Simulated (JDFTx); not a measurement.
Input of a JDFTx 1.7.0 (patched build) run:

File TiAl3.in:

```
lattice \
   -3.6114683927     3.6114683927     3.6114683927 \
    3.6114683927    -3.6114683927     3.6114683927 \
    8.0892916522     8.0892916522    -8.0892916522
coords-type Lattice
ion Ti    -0.0096190000     0.0003760000    -0.0047860000 1
ion Al     0.2566370000     0.7534730000     0.5188220000 1
ion Al     0.7460380000     0.2426830000     0.4969250000 1
ion Al     0.5028580000     0.4875310000     0.0001400000 1

ion-species pseudo/Ti.upf
ion-species pseudo/Al.upf
elec-cutoff 42 336
elec-ex-corr gga-PBEsol
kpoint-folding 10 10 10
elec-smearing Fermi 0.0018374661
elec-n-bands 17
electronic-SCF nIterations 100 energyDiffThreshold 1e-09
electronic-minimize nIterations 30 energyDiffThreshold 1e-7
converge-empty-states yes
forces-output-coords Cartesian

dump-name run.$VAR
dump End Ecomponents EigStats BandEigs Kpoints Forces Stress ElecDensity Dtot KEdensity
```

Potentials or basis: PseudoDojo-SR-PBEsol-0.4.1-standard with smoothed tails.

Launch:

```console
$ jdftx -c 1 -i TiAl3.in -o TiAl3.out
```

(1) Predict the pressure.

(2) Predict the Loewdin charges.

(3) What does it give for the band gap on the k mesh?

Answers

(1) -0.3 GPa.

(2) Ti +0.50; Al -0.13, -0.09 e.

(3) none (metal or under the smearing width).

Caveat: the empty levels aren't tightly converged.
